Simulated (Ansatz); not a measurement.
# Blue phosphorene bilayer (AB) in a perpendicular field, part 3 of 4

Aim: how the blue phosphorene bilayer (AB) screens a field along its normal, and what the field does to its bands. A positive field points along +c.

Ansatz 0.2.0; plane-wave DFT, PBE-D3(BJ), Ansatz PAW (the session's first sound run).

So far, gap along the path (eV): step 3 (single point, field 0) 1.16; step 4 (field 0.1 V/Å) 1.15; step 5 (field -0.1 V/Å) 1.15; step 6 (field 0.5 V/Å) 1.06; step 7 (field -0.3 V/Å) 1.12.

## (9) Same geometry, cutoff 420 eV, functional LDA

This step: plane-wave DFT, LDA, Ansatz PAW (Ansatz 0.2.0).

The geometry is kept and the functional is LDA; other changes against the main runs: SCF threshold 1.0e-10 → 1.0e-09 eV, k-mesh 18×18×1 → 6×6×1 and no dispersion term, which doesn't act on the electrons.

input.yaml

```yaml
crystal:
  lattice:
    - [3.2572614148, 0.0, 0.0]
    - [-1.6286307074, 2.820871132, 0.0]
    - [0.0, 0.0, 23.8234973553]
  atoms:
    - { symbol: P, position: [0.6666666667, 0.3333333333, 0.3777782861] }
    - { symbol: P, position: [0.3333333333, 0.6666666667, 0.4299479883] }
    - { symbol: P, position: [0.0, 0.0, 0.5700520117] }
    - { symbol: P, position: [0.6666666667, 0.3333333333, 0.6222217139] }
kpoints:
  mp_grid: { grid: [6, 6, 1] }
hamiltonian:
  xc: lda
scf:
  occupations: { method: fermi_dirac, width: 0.02585 }
  convergence: { dr2_threshold: 1.0e-09 }
efield:
  axis: 3
  dipole_correction: true
  ramp_position: 0.97
  ramp_width: 0.06
  amplitude: 0.1
output:
  write_potential: true
  write_density: true
  volumetric_format: npy
```

The run is started by

```
> ansatz run input.yaml --threads 2 --pin off --max-ram 3072MiB --backend cpu --events-out ev --progress --plain --runs-dir out
```

Numbers of over 12 decimals in the logs are rounded to 6 here.

Output:

```text
[...]
Crystal: 4 atoms, lattice volume = 218.898 Å³
Basis set: ecut = 420 eV, 4363 PW (Γ)
Bands: 14, of which v1, the nominal top of the filled ones, is band 10 counted from 1 (9 counted from 0)
Symmetry: 6 space group operations
k-points: 7 of 36 (time reversal used)
[...]
SCF iter   1: F=—  HF=-2903.678257 eV  |F-HF|=—  |Δ(HF+E_count)|=         —  Δρ=2.28e-2  dr2=8.84e-1  ethr=3.10e-3  p=0.042 e·Å  D=3.47e-2 V/Å  ΔV_dip=-0.83 eV  dr2_dipole=1.45e-4  V_vac-E_F(+/−)=6.45/5.12 eV  ⟨swp⟩=9.7  Hψ=865  notcnv=0
[...]
SCF iter  11: F=-2903.380199 eV  HF=-2903.380199 eV  |F-HF|=9.41e-11  |Δ(HF+E_count)|=   2.49e-9  Δρ=4.58e-7  dr2=3.86e-10  ethr=5.00e-12  p=0.039 e·Å  D=3.23e-2 V/Å  ΔV_dip=-0.77 eV  dr2_dipole=4.92e-12  V_vac-E_F(+/−)=5.95/4.56 eV  ⟨swp⟩=2.9  Hψ=471  notcnv=0
SCF 1 converged in 11 iterations: F = -2903.380199 eV  dr2 = 3.86e-10
[...]
SCF converged after 11 iterations
Free energy (F): -2903.380199 eV
[...]
Internal energy: -2903.380199 eV  (E = F + TS)
E sigma→0 (E₀):  -2903.380199 eV
Fermi energy:    -0.938458 eV
Dipole field:    D = 0.032310 V/Å  (p = 0.039086 e·Å, saw-weighted, corrected)
Work function:   not extracted (applied field tilts the vacuum); planar V_es + V_field profile in the machine report
[...]
--- Band table (eV; the first three rows and the last of 7) ---
  k-point 0: bands = [... 6 lower, -2.1335, -2.0652, -2.0652, -1.6415, 1.7417, 1.8392, 1.8392, 1.8624]
  k-point 1: bands = [... 6 lower, -2.9431, -2.8976, -2.8660, -1.4919, 0.8327, 0.9252, 2.7882, 2.9449]
  k-point 2: bands = [... 6 lower, -3.9584, -3.8770, -2.6436, -2.0244, -0.3857, 0.0842, 1.6089, 2.4277]
  k-point 6: bands = [... 6 lower, -3.8828, -3.8747, -3.8144, -3.6615, -0.0339, 0.0340, 2.6758, 3.3474]
```

The job ended after 2.5 s (2 threads of Intel Xeon 6975P-C (Granite Rapids), shared host; peak memory 0.36 GiB; 2.3 s of CPU time).

Numbers from this step:

| Property | Result |
| --- | --- |
| dipole along the normal | 0.03909 e·Å |

The dipole is 0.0391 e·Å.

## (10) Same geometry, cutoff 420 eV, functional LDA (run 2)

The same run in the opposite field.

Edit input.yaml of step 9 so:

```diff
@@ -22,3 +22,3 @@
   ramp_width: 0.06
-  amplitude: 0.1
+  amplitude: -0.1
 output:
```

Output:

```text
[...]
Crystal: 4 atoms, lattice volume = 218.898 Å³
Basis set: ecut = 420 eV, 4363 PW (Γ)
Bands: 14, of which v1, the nominal top of the filled ones, is band 10 counted from 1 (9 counted from 0)
Symmetry: 6 space group operations
k-points: 7 of 36 (time reversal used)
[...]
--- Band table (eV; the first three rows and the last of 7) ---
  k-point 0: bands = [... 6 lower, -2.1335, -2.0652, -2.0652, -1.6415, 1.7417, 1.8392, 1.8392, 1.8624]
  k-point 1: bands = [... 6 lower, -2.9431, -2.8976, -2.8661, -1.4919, 0.8327, 0.9252, 2.7882, 2.9449]
  k-point 2: bands = [... 6 lower, -3.9584, -3.8770, -2.6436, -2.0244, -0.3857, 0.0842, 1.6089, 2.4277]
  k-point 6: bands = [... 6 lower, -3.8829, -3.8747, -3.8144, -3.6615, -0.0339, 0.0340, 2.6758, 3.3474]
[key lines of the parts left out:]
SCF converged after 11 iterations
Free energy (F): -2903.380199 eV
Fermi energy:    -0.938461 eV
Dipole field:    D = -0.032314 V/Å  (p = -0.039091 e·Å, saw-weighted, corrected)
```

It took 2.7 s on 2 threads; peak memory 0.37 GiB.

The dipole is -0.0391 e·Å.

## (11) Response at this level

This step: plane-wave DFT, LDA, Ansatz PAW; response to a field along the normal, atoms held (Ansatz 0.2.0).

The two signs of the field give the slope at this level.

This step gave:

```yaml
equivalent_conductor_thickness_p_eps_0ae: 7.698 Å
```

The induced dipole is that of a conductor 7.70 Å thick.

## (12) Same geometry, cutoff 420 eV, functional PBE

This step: plane-wave DFT, PBE, Ansatz PAW (Ansatz 0.2.0).

The geometry is kept and the functional is PBE; other changes against the main runs: SCF threshold 1.0e-10 → 1.0e-09 eV, k-mesh 18×18×1 → 6×6×1 and no dispersion term, which doesn't act on the electrons.

Edit input.yaml of step 10 so:

```diff
@@ -13,3 +13,3 @@
 hamiltonian:
-  xc: lda
+  xc: pbe
 scf:
@@ -22,3 +22,3 @@
   ramp_width: 0.06
-  amplitude: -0.1
+  amplitude: 0.1
 output:
```

Output:

```text
[...]
Crystal: 4 atoms, lattice volume = 218.898 Å³
Basis set: ecut = 420 eV, 4363 PW (Γ)
Bands: 14, of which v1, the nominal top of the filled ones, is band 10 counted from 1 (9 counted from 0)
Symmetry: 6 space group operations
k-points: 7 of 36 (time reversal used)
[...]
--- Band table (eV; the first three rows and the last of 7) ---
  k-point 0: bands = [... 6 lower, -1.9484, -1.8746, -1.8746, -1.4434, 2.0593, 2.0593, 2.0664, 2.1787]
  k-point 1: bands = [... 6 lower, -2.7578, -2.6762, -2.6672, -1.3111, 1.0931, 1.1843, 3.0124, 3.1703]
  k-point 2: bands = [... 6 lower, -3.7747, -3.6892, -2.4611, -1.8561, -0.0883, 0.3622, 1.9065, 2.7000]
  k-point 6: bands = [... 6 lower, -3.7065, -3.7010, -3.6360, -3.4958, 0.2420, 0.3152, 2.9878, 3.6346]
[key lines of the parts left out:]
SCF converged after 12 iterations
Free energy (F): -3022.533170 eV
Fermi energy:    -0.699524 eV
Dipole field:    D = 0.031972 V/Å  (p = 0.038677 e·Å, saw-weighted, corrected)
```

It took 2.6 s on 2 threads; peak memory 0.38 GiB; 2.1 s of CPU time.

The dipole is 0.0387 e·Å.

## (13) Same geometry, cutoff 420 eV, functional PBE (run 2)

The same run in the opposite field.

Edit input.yaml of step 12 so:

```diff
@@ -22,3 +22,3 @@
   ramp_width: 0.06
-  amplitude: 0.1
+  amplitude: -0.1
 output:
```

Output:

```text
[...]
Crystal: 4 atoms, lattice volume = 218.898 Å³
Basis set: ecut = 420 eV, 4363 PW (Γ)
Bands: 14, of which v1, the nominal top of the filled ones, is band 10 counted from 1 (9 counted from 0)
Symmetry: 6 space group operations
k-points: 7 of 36 (time reversal used)
[...]
--- Band table (eV; the first three rows and the last of 7) ---
  k-point 0: bands = [... 6 lower, -1.9484, -1.8746, -1.8746, -1.4434, 2.0593, 2.0593, 2.0663, 2.1787]
  k-point 1: bands = [... 6 lower, -2.7578, -2.6762, -2.6672, -1.3111, 1.0931, 1.1843, 3.0124, 3.1703]
  k-point 2: bands = [... 6 lower, -3.7747, -3.6892, -2.4611, -1.8561, -0.0883, 0.3622, 1.9065, 2.7000]
  k-point 6: bands = [... 6 lower, -3.7065, -3.7010, -3.6360, -3.4958, 0.2420, 0.3152, 2.9878, 3.6346]
[key lines of the parts left out:]
SCF converged after 12 iterations
Free energy (F): -3022.533170 eV
Fermi energy:    -0.699524 eV
Dipole field:    D = -0.031973 V/Å  (p = -0.038678 e·Å, saw-weighted, corrected)
```

It took 2.5 s on 2 threads; peak memory 0.37 GiB.

The dipole is -0.0387 e·Å.

## (14) Response at this level

This step: plane-wave DFT, PBE, Ansatz PAW; response to a field along the normal, atoms held (Ansatz 0.2.0).

The induced dipole is that of a conductor 7.62 Å thick.

## (15) Same geometry, cutoff 500 eV, functional r2SCAN

This step: plane-wave DFT, r2SCAN, Ansatz PAW (Ansatz 0.2.0).

The geometry is kept and the functional is r2SCAN; other changes against the main runs: SCF threshold 1.0e-10 → 1.0e-09 eV, cutoff 420 → 500, k-mesh 18×18×1 → 6×6×1 and no dispersion term, which doesn't act on the electrons.

Edit input.yaml of step 13 so:

```diff
@@ -13,3 +13,3 @@
 hamiltonian:
-  xc: pbe
+  xc: r2scan
 scf:
@@ -22,3 +22,3 @@
   ramp_width: 0.06
-  amplitude: -0.1
+  amplitude: 0.1
 output:
```

Output:

```text
[...]
Crystal: 4 atoms, lattice volume = 218.898 Å³
Basis set: ecut = 500 eV, 5505 PW (Γ), exchange–correlation on 96×96×720 points (64 copies of the dense FFT grid, shifted against one another)
Bands: 14, of which v1, the nominal top of the filled ones, is band 10 counted from 1 (9 counted from 0)
Symmetry: 6 space group operations
k-points: 7 of 36 (time reversal used)
[...]
--- Band table (eV; the first three rows and the last of 7) ---
  k-point 0: bands = [... 6 lower, -2.1745, -2.0938, -2.0938, -1.6100, 2.0993, 2.0993, 2.2286, 2.2286]
  k-point 1: bands = [... 6 lower, -3.0276, -2.9391, -2.8902, -1.4845, 1.1821, 1.2786, 3.1107, 3.2799]
  k-point 2: bands = [... 6 lower, -4.1017, -4.0092, -2.6878, -2.0462, -0.0119, 0.4435, 2.0374, 2.8618]
  k-point 6: bands = [... 6 lower, -3.9879, -3.9826, -3.9124, -3.7746, 0.2804, 0.3600, 3.1081, 3.8328]
[key lines of the parts left out:]
SCF converged after 10 iterations
Free energy (F): -3036.385010 eV
Fermi energy:    -0.748118 eV
Dipole field:    D = 0.031520 V/Å  (p = 0.038130 e·Å, saw-weighted, corrected)
```

Run time: 7 s. Hardware: 2 threads; peak memory 0.66 GiB.

The dipole is 0.0381 e·Å.

## (16) Same geometry, cutoff 500 eV, functional r2SCAN (run 2)

The same run in the opposite field.

Edit input.yaml of step 15 so:

```diff
@@ -22,3 +22,3 @@
   ramp_width: 0.06
-  amplitude: 0.1
+  amplitude: -0.1
 output:
```

Output:

```text
[...]
Crystal: 4 atoms, lattice volume = 218.898 Å³
Basis set: ecut = 500 eV, 5505 PW (Γ), exchange–correlation on 96×96×720 points (64 copies of the dense FFT grid, shifted against one another)
Bands: 14, of which v1, the nominal top of the filled ones, is band 10 counted from 1 (9 counted from 0)
Symmetry: 6 space group operations
k-points: 7 of 36 (time reversal used)
[...]
--- Band table (eV; the first three rows and the last of 7) ---
  k-point 0: bands = [... 6 lower, -2.1745, -2.0937, -2.0937, -1.6100, 2.0993, 2.0993, 2.2286, 2.2286]
  k-point 1: bands = [... 6 lower, -3.0276, -2.9390, -2.8902, -1.4845, 1.1821, 1.2787, 3.1107, 3.2799]
  k-point 2: bands = [... 6 lower, -4.1017, -4.0092, -2.6878, -2.0462, -0.0119, 0.4435, 2.0374, 2.8618]
  k-point 6: bands = [... 6 lower, -3.9879, -3.9826, -3.9124, -3.7746, 0.2804, 0.3600, 3.1081, 3.8328]
[key lines of the parts left out:]
SCF converged after 10 iterations
Free energy (F): -3036.385010 eV
Fermi energy:    -0.748117 eV
Dipole field:    D = -0.031522 V/Å  (p = -0.038133 e·Å, saw-weighted, corrected)
```

Run time: 6.5 s. Hardware: 2 threads; peak memory 0.68 GiB.

The dipole is -0.0381 e·Å.

## (17) Response at this level

This step: plane-wave DFT, r2SCAN, Ansatz PAW; response to a field along the normal, atoms held (Ansatz 0.2.0).

The induced dipole is that of a conductor 7.51 Å thick.

## (18) Same geometry, cutoff 420 eV, functional HSE06

This step: plane-wave DFT, HSE06, Ansatz PAW (Ansatz 0.2.0).

The geometry is kept and the functional is HSE06; other changes against the main runs: SCF threshold 1.0e-10 → 1.0e-09 eV, k-mesh 18×18×1 → 6×6×1 and no dispersion term, which doesn't act on the electrons.

Edit input.yaml of step 16 so:

```diff
@@ -13,3 +13,3 @@
 hamiltonian:
-  xc: r2scan
+  xc: hse06
 scf:
@@ -22,3 +22,3 @@
   ramp_width: 0.06
-  amplitude: -0.1
+  amplitude: 0.1
 output:
```

Output:

```text
[...]
Crystal: 4 atoms, lattice volume = 218.898 Å³
Basis set: ecut = 420 eV, 4363 PW (Γ)
Bands: 14, of which v1, the nominal top of the filled ones, is band 10 counted from 1 (9 counted from 0)
Symmetry: 6 space group operations
k-points: 7 of 36 (time reversal used)
[...]
k-point 0: bands = [... 6 lower, -2.4358, -2.3491, -2.3491, -1.9308, 2.5373, 2.5373]
  k-point 1: bands = [... 6 lower, -3.3088, -3.2776, -3.2145, -1.7908, 1.4715, 1.5755]
  k-point 2: bands = [... 6 lower, -4.4365, -4.3381, -3.0519, -2.3586, 0.1818, 0.6421]
  k-point 6: bands = [... 6 lower, -4.4146, -4.4119, -4.3389, -4.1939, 0.5009, 0.5860]
  guard bands above this table: 2 of the run's 14 bands. The solve was not asked for them (output.publish_guard_bands: true or output.eigenvalues: true publishes all)
[key lines of the parts left out:]
Free energy (F): -3024.304451 eV
Fermi energy:    -0.804395 eV
Dipole field:    D = 0.031242 V/Å  (p = 0.037794 e·Å, saw-weighted, corrected)
```

Run time: 45 s. Hardware: 2 threads; peak memory 1.8 GiB; 42 s of CPU time.

A gap read on the k-mesh alone can miss the band edges.

The dipole is 0.0378 e·Å.

## (19) Same geometry, cutoff 420 eV, functional HSE06 (run 2)

The same run in the opposite field.

Edit input.yaml of step 18 so:

```diff
@@ -22,3 +22,3 @@
   ramp_width: 0.06
-  amplitude: 0.1
+  amplitude: -0.1
 output:
```

Output:

```text
[...]
Crystal: 4 atoms, lattice volume = 218.898 Å³
Basis set: ecut = 420 eV, 4363 PW (Γ)
Bands: 14, of which v1, the nominal top of the filled ones, is band 10 counted from 1 (9 counted from 0)
Symmetry: 6 space group operations
k-points: 7 of 36 (time reversal used)
[...]
--- Band table (eV; the first three rows and the last of 7) ---
  k-point 0: bands = [... 6 lower, -2.4358, -2.3491, -2.3491, -1.9308, 2.5373, 2.5373]
  k-point 1: bands = [... 6 lower, -3.3088, -3.2776, -3.2145, -1.7908, 1.4715, 1.5755]
  k-point 2: bands = [... 6 lower, -4.4365, -4.3381, -3.0519, -2.3586, 0.1818, 0.6421]
  k-point 6: bands = [... 6 lower, -4.4146, -4.4119, -4.3389, -4.1939, 0.5009, 0.5860]
[...]
[key lines of the parts left out:]
Free energy (F): -3024.304451 eV
Fermi energy:    -0.804387 eV
Dipole field:    D = -0.031243 V/Å  (p = -0.037795 e·Å, saw-weighted, corrected)
```

It took 48 s on 2 threads; peak memory 1.8 GiB.

The dipole is -0.0378 e·Å.

## (20) Side by side

Times are for 2 threads of Intel Xeon 6975P-C (Granite Rapids), shared host. The series side by side:

| no. | functional | field | dipole along the normal (e·Å) | time | memory (GiB) |
| --- | --- | --- | --- | --- | --- |
| 1 | lda | 0.1 V/Å | 0.03909 | 2.5 s | 0.36 |
| 2 | lda | -0.1 V/Å | -0.03909 | 2.7 s | 0.37 |
| 3 | pbe | 0.1 V/Å | 0.03868 | 2.6 s | 0.38 |
| 4 | pbe | -0.1 V/Å | -0.03868 | 2.5 s | 0.37 |
| 5 | r2scan | 0.1 V/Å | 0.03813 | 7 s | 0.66 |
| 6 | r2scan | -0.1 V/Å | -0.03813 | 6.5 s | 0.68 |
| 7 | hse06 | 0.1 V/Å | 0.03779 | 45 s | 1.8 |
| 8 | hse06 | -0.1 V/Å | -0.03779 | 48 s | 1.8 |

## (21) Response at this level

This step: plane-wave DFT, HSE06, Ansatz PAW; response to a field along the normal, atoms held (Ansatz 0.2.0).

The induced dipole is that of a conductor 7.44 Å thick.

(Continued in part 4 of 4.)

[Logs are printed without paths, hosts, clocks, repeated set-up lines and the standing remarks that a program may print on its own settings, such as how far it seeks lower states.]

[Hosts, paths, dates, database ids (printed as entryN), source tags and the programs' standing remarks are cut or masked in the printed files.]

[Maps of the electrostatic potential energy from Ansatz leave out the sawtooth potential of an applied field or a dipole correction, so their vacuum need not be flat; planar profiles and work functions include it.]
